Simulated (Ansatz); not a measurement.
# Ti3Al: the cost of one run

Method: DFT PBE, scalar-relativistic, plane waves, PAW, in Ansatz 0.2.0.

1 further run of the same task is left out (set aside as unsound or not needed). Runs told in other sessions of the task aren't counted.

**1. The structure to begin with**

The structure is hexagonal, space group P6_3/mmc (No. 194). The conventional cell has a = 5.755 Å, b = 5.755 Å, c = 4.654 Å, α = 90.00°, β = 90.00°, γ = 120.00°. Ti (site symmetry mm2) has 8 Ti at 2.82 to 2.93 Å and 4 Al at 2.84 to 2.88 Å in its first shell of neighbours. Al (site symmetry -6m2) is surrounded by 12 Ti at 2.84 to 2.88 Å.

Coordinates:

```cif
data_structure
_symmetry_space_group_name_H-M 'P 1'
_symmetry_Int_Tables_number 1
_cell_length_a 5.7553
_cell_length_b 5.7553
_cell_length_c 4.6541
_cell_angle_alpha 90.000
_cell_angle_beta 90.000
_cell_angle_gamma 120.000
_cell_volume 133.51
loop_
_atom_site_label
_atom_site_type_symbol
_atom_site_fract_x
_atom_site_fract_y
_atom_site_fract_z
_atom_site_occupancy
Ti1 Ti 0.83021 0.16979 0.25000 1
Ti2 Ti 0.66042 0.83021 0.75000 1
Ti3 Ti 0.83021 0.66042 0.25000 1
Ti4 Ti 0.16979 0.83021 0.75000 1
Ti5 Ti 0.33958 0.16979 0.25000 1
Ti6 Ti 0.16979 0.33958 0.75000 1
Al1 Al 0.33333 0.66667 0.25000 1
Al2 Al 0.66667 0.33333 0.75000 1
```

It is the result of an earlier relaxation at this level (volume 16.69 Å³/atom; gap on the mesh: none (metal)).

Its energy, with the smearing taken to zero, is -16075.2509 eV for the 8-atom cell on a 6×6×8 mesh; differences below count from it.

**2. Next cell: atoms packed at random at 1.00 times the crystal's volume**

6 Ti, 2 Al were thrown into a skewed cell at random, at 1.00 times a reference volume of the solid, and pushed apart as soft spheres.

The cell holds 6 Ti, 2 Al: a = 5.205 Å, b = 5.249 Å, c = 4.902 Å, α = 91.81°, β = 85.91°, γ = 90.48°.

**3. Relaxing on a coarse mesh**

Cell and atoms move without symmetry, on a coarse mesh with loose thresholds.

The input, input.yaml:

```yaml
crystal:
  lattice:
    - [5.202008, -0.020616, 0.180017]
    - [-0.020616, 5.248263, -0.079818]
    - [0.180017, -0.079818, 4.89768]
  atoms:
    - { symbol: Ti, position: [0.7777517742, 0.2873182443, 0.3007576272] }
    - { symbol: Ti, position: [0.8461096838, 0.0305847822, 0.7730242623] }
    - { symbol: Ti, position: [0.323024136, 0.1662815358, 0.0721488942] }
    - { symbol: Ti, position: [0.1406819605, 0.6996033875, 0.1206696564] }
    - { symbol: Ti, position: [0.2090398701, 0.4428699254, 0.5929362915] }
    - { symbol: Ti, position: [0.6637675083, 0.5639066338, 0.8215450245] }
    - { symbol: Al, position: [0.332860577, 0.9432660279, 0.5771966559] }
    - { symbol: Al, position: [0.6539310672, 0.7869221418, 0.3164972629] }
  symmetry: { detect: false }
basis:
  ecutwfc: 420
kpoints:
  mp_grid: { grid: [3, 3, 3], shift: [0.0, 0.0, 0.0] }
hamiltonian:
  xc: pbe
scf:
  occupations: { method: gaussian, width: 0.1 }
  lower_state_search: "off"
output:
  forces: true
  stress: true
  eigenvalues: true
relax:
  adjacent_minimum: "off"
  f_tol: 0.04
  max_steps: 70
  cell: { stress_tol: 0.3 }
```

The run is started by

```console
$ ansatz run input.yaml --threads 2 --pin off --max-ram 5120MiB --backend cpu --events-out ev --progress --plain --runs-dir out
```

**Question.** How long does this run take on 2 threads of Intel Xeon at 2.50GHz (Skylake/Cascade Lake), shared host, and how much memory does it need?

About 2.8 min, with a peak of 0.45 GiB.
